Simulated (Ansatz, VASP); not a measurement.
# Two plane-wave programs on HfO2

File INCAR:

```
SYSTEM = HfO2
ALGO = Normal ; EDIFF = 1E-7
ENCUT = 520 ; GGA = PE
ISIF = 2 ; ISMEAR = -1
LASPH = .True. ; LCHARG = .False.
LREAL = .False. ; LWAVE = .False.
NBANDS = 18 ; NELM = 60
PREC = Accurate ; SIGMA = 0.05
```

KPOINTS

```
k-points
0
Gamma
  9 9 9
  0 0 0
```

Contents of POSCAR:

```
HfO2
1.0
    0.0000000000      2.5744375797      2.5744375797
    2.5744375797      0.0000000000      2.5744375797
    2.5744375797      2.5744375797      0.0000000000
Hf O
1 2
Direct
    0.0000000000      0.0000000000      0.0000000000
    0.7500000000      0.7500000000      0.7500000000
    0.2500000000      0.2500000000      0.2500000000
```

The input input.yaml:

```yaml
crystal:
  lattice:
    - [0.0, 2.5744375797, 2.5744375797]
    - [2.5744375797, 0.0, 2.5744375797]
    - [2.5744375797, 2.5744375797, 0.0]
  atoms:
    - { symbol: Hf, position: [0.0, 0.0, 0.0] }
    - { symbol: O, position: [0.75, 0.75, 0.75] }
    - { symbol: O, position: [0.25, 0.25, 0.25] }
hamiltonian:
  xc: pbe
  pseudopotentials: { kind: paw }
kpoints:
  mp_grid: { grid: [9, 9, 9] }
scf:
  occupations: { method: fermi_dirac, width: 0.05 }
output:
  forces: true
  stress: true
  eigenvalues: true
```

Change from the starting cell: volume scaled by 1.02.

Alike in both runs: task single point; functional PBE; k mesh 9 × 9 × 9; occupations fermi-dirac, width 0.05 eV; no spin polarisation.

```csv
,VASP,Ansatz
version,VASP 6.6.1,Ansatz 0.2.0
potentials or method,"VASP PAW PBE potentials, release 64 (Hf_pv, O)",Ansatz PAW
plane-wave cutoff (eV),520,420
valence electrons in the cell,22,38
```

```csv
,VASP,Ansatz,Ansatz less VASP
gap on the k mesh at the Fermi level (eV),3.78,3.78,-0.003
least direct gap on the mesh (eV),3.89,3.89,-0.003
pressure (GPa),-10.3,-6.9,+3.37
```

The two sets of potentials don't hold the same shells in valence.

Caveats: spin-orbit coupling is left out, which moves the levels of the heavy elements; an odd mesh through Γ misses points on the zone boundary, where band edges often lie (VASP); odd divisions of the mesh miss points on the zone boundary, where band edges often lie, so the gap on the mesh can be too wide (Ansatz); the pressure holds a Pulay correction of +0.8 GPa for the finite cutoff (Ansatz).
